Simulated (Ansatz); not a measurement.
**InSb: how settings move the results**

An exercise on one series of results from a longer session: the logs are not shown, and one member is left open.

Computed with Ansatz 0.2.0 (DFT PBE, scalar-relativistic, plane waves, PAW, unless a step's input says otherwise).

1 further run of the same task is left out (set aside as unsound or not needed).

**The starting structure**

Symmetry: Cmcm, No. 63, orthorhombic system. Conventional cell: a = 6.127 Å, b = 6.163 Å, c = 6.127 Å, α = 90.00°, β = 90.00°, γ = 90.00°. Around In (site symmetry m2m) lie 6 Sb at 3.06 to 3.09 Å. Around Sb (site symmetry m2m) lie 6 In at 3.06 to 3.09 Å.

Structure file:

```cif
data_structure
_symmetry_space_group_name_H-M 'Cmcm'
_symmetry_Int_Tables_number 63
_cell_length_a 6.1266
_cell_length_b 6.1627
_cell_length_c 6.1269
_cell_angle_alpha 90.000
_cell_angle_beta 90.000
_cell_angle_gamma 90.000
_cell_volume 231.33
loop_
_atom_site_label
_atom_site_type_symbol
_atom_site_symmetry_multiplicity
_atom_site_Wyckoff_symbol
_atom_site_fract_x
_atom_site_fract_y
_atom_site_fract_z
_atom_site_occupancy
In1 In 4 c 0.50000 0.22059 0.25000 1
Sb1 Sb 4 c 0.50000 0.72279 0.25000 1
```

The structure comes from the Materials Project (structure only); it is used as listed.

**The base input**

File input.yaml:

```yaml
crystal:
  lattice:
    - [3.063314, -3.081373, 0.0]
    - [3.063314, 3.081373, 0.0]
    - [0.0, 0.0, 6.126894]
  atoms:
    - { symbol: In, position: [0.279411, 0.720589, 0.25] }
    - { symbol: In, position: [0.720589, 0.279411, 0.75] }
    - { symbol: Sb, position: [0.777205, 0.222795, 0.25] }
    - { symbol: Sb, position: [0.222795, 0.777205, 0.75] }
basis:
  ecutwfc: 420
kpoints:
  mp_grid: { grid: [10, 10, 8] }
hamiltonian:
  xc: pbe
scf:
  occupations: { method: gaussian, width: 0.1 }
output:
  forces: true
  stress: true
  eigenvalues: true
  populations: true
```

It was run beforehand and gave: -6041.1462 eV/atom at zero smearing, pressure 0.09 GPa, largest force 0.011 eV/Å, no gap on the mesh, in 7 SCF cycles and 37 s.

The first run:

File input.yaml:

```yaml
crystal:
  lattice:
    - [3.063314, -3.081373, 0.0]
    - [3.063314, 3.081373, 0.0]
    - [0.0, 0.0, 6.126894]
  atoms:
    - { symbol: In, position: [0.279411, 0.720589, 0.25] }
    - { symbol: In, position: [0.720589, 0.279411, 0.75] }
    - { symbol: Sb, position: [0.777205, 0.222795, 0.25] }
    - { symbol: Sb, position: [0.222795, 0.777205, 0.75] }
basis:
  ecutwfc: 420
kpoints:
  mp_grid: { grid: [1, 1, 1] }
hamiltonian:
  xc: pbe
scf:
  occupations: { method: gaussian, width: 0.1 }
output:
  forces: true
  stress: true
  eigenvalues: true
```

The run is started by

```sh
$ ansatz run input.yaml --threads 1 --pin off --max-ram 2560MiB --backend cpu --events-out ev --progress --plain --runs-dir out
```

Steps of the session up to this table: K-point mesh: 1×1×1; K-point mesh: 2×2×1; K-point mesh set to 2×2×2; K-point mesh: 4×4×2; K-point mesh: 4×4×4; K-point mesh set to 6×6×4; K-point mesh: 8×8×6; K-point mesh set to 12×12×10; K-point mesh set to 14×14×10; K-point mesh set to 16×16×12.

One table of the session follows, with a row left open; its other results are not shown here.

It belongs to the step «What the k-point mesh changes». 

```
    mesh  ΔE (meV/atom)  pressure (GPa)  largest change of a force component (eV/Å)
   1×1×1           1525           23.85                                       0.465
   2×2×1           -161            3.57                                       0.630
   2×2×2            325            4.21                                       0.079
   4×4×2           41.0            0.96                                       0.077
   4×4×4           62.0            0.88                                       0.263
   6×6×4           11.0            0.21                                       0.056
   8×8×6          -2.17            0.10                                       0.008
 10×10×8           1.88            0.09                                       0.014
12×12×10          -0.15            0.07                                       0.007
14×14×10              ?               ?                                           ?
16×16×12           0.00            0.06                                       0.000
```

Estimate the missing values for 14×14×10.

As computed: ΔE (meV/atom): 1.35; pressure (GPa): 0.06; largest change of a force component (eV/Å): 0.014. In the column «ΔE (meV/atom)» it lies between 16×16×12 (0.00) and 10×10×8 (1.88).

Caveats from the session: The last step in the k-point mesh still changes the energy by 1.35 meV/atom: the series is not settled to 1 meV/atom. The error changes sign along the series, since a k mesh isn't variational, and a metal needs dense meshes to resolve its Fermi surface.
